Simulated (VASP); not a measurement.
# Au, self-consistent run: which settings are enough?

Au, Im-3m (no. 229), 1 atom in the cell. AM05; PAW potentials Au (PBE set). VASP 6.6.1.

Wanted: energy within 0.2 meV/atom; Fermi level within 0.005 eV.

What the run is for: comparing ways to start; Accuracy asked: tight.

POSCAR:
```
Au
1.0
   -1.6572690000      1.6572690000      1.6572690000
    1.6572690000     -1.6572690000      1.6572690000
    1.6572690000      1.6572690000     -1.6572690000
Au
1
Direct
    0.0000000000      0.0000000000      0.0000000000
```

## How the run starts (with a second run first, the time holds both)

| How the run starts (with a second run first, the time holds both) | Energy less reference (meV/atom) | Fermi level (eV) | Time (s) |
|---|---|---|---|
| from scratch: 11 SCF iterations | 0.00 | 8.2788 | 12 |
| orbitals of a nearby geometry (ISTART 1): 11 + 8 SCF iterations | 0.00 | 8.2788 | 28 |
| orbitals and density of a nearby geometry: 11 + 8 SCF iterations | 0.00 | 8.2788 | 30 |
| density of a nearby geometry (ICHARG 1): 11 + 11 SCF iterations | 0.00 | 8.2788 | 35 |
| orbitals in the old basis (ISTART 2), symmetry off: 11 + 7 SCF iterations | -0.12 | 8.2792 | 169 |

Chosen: from scratch: 11 SCF iterations; no other choice that stays within the tolerance saves 30 % of the time.

The chosen settings are those of the reference run.

## The input

INCAR:
```
SYSTEM = Au
GGA = AM
ISMEAR = 1
SIGMA = 0.1
LWAVE = .FALSE.
LCHARG = .FALSE.
ISIF = 2
PREC = Accurate
LASPH = .TRUE.
LREAL = .FALSE.
ALGO = Normal
EDIFF = 1E-6
NELM = 120
GGA_COMPAT = .FALSE.
ENCUT = 400
```

KPOINTS:
```
k-points
0
Gamma
  14 14 14
```

Commands:
```
cat potpaw_PBE.64/Au/POTCAR > POTCAR
mpirun -np 1 vasp_std > vasp.out
```

The chosen input took VASP 6.6.1 12 s on 1 core (Intel Xeon Platinum 8259CL @ 2.50GHz (Skylake/Cascade Lake)), a shared host.

## An input that fails: restart asked without its files

VASP's message: ERROR: charge density could not be read from file CHGCAR for ICHARG>10.

Changes against the starting input:
```
- NELM = 120
+ NELM = 60
+ ICHARG = 11
```
